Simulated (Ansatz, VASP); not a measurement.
**HfO2 in VASP and in Ansatz**

```xyz
3
Lattice="0.0000 2.2844 2.2844 2.2844 0.0000 2.2844 2.2844 2.2844 0.0000" Properties=species:S:1:pos:R:3 pbc="T T T"
Hf    0.0000    0.0000    0.0000
O     1.1422    1.1422    1.1422
O     3.4266    3.4266    3.4266
```

Change from the starting cell: volume scaled by 0.72, PAW files.

Alike in both runs: task single point; functional PBE; k mesh 11 × 11 × 11; occupations fermi-dirac, width 0.05 eV; no spin polarisation.

|  | VASP | Ansatz |
| --- | --- | --- |
| version | VASP 6.6.1 | Ansatz 0.2.0 |
| potentials or method | VASP PAW PBE potentials, release 64 (Hf_pv, O) | PAW with Ansatz's default frozen-core files, scalar-relativistic |
| plane-wave cutoff (eV) | 520 | 420 |
| valence electrons in the cell | 22 | 38 |

|  | VASP | Ansatz | Ansatz less VASP |
| --- | --- | --- | --- |
| gap on the k mesh at the Fermi level (eV) | 4.51 | 4.36 | -0.155 |
| pressure (GPa) | 153.9 | 160.5 | +6.60 |

With one functional, cell and mesh, what is left measures potentials, basis and numerics. The two sets of potentials don't hold the same shells in valence.

Caveats: the cell as given lies far from equilibrium; so large a pressure means that the cell lies far from this level's equilibrium, or that cutoff or potentials fall short (VASP); spin-orbit coupling is left out, which moves the levels of the heavy elements; an odd mesh through Γ misses points on the zone boundary, where band edges often lie.
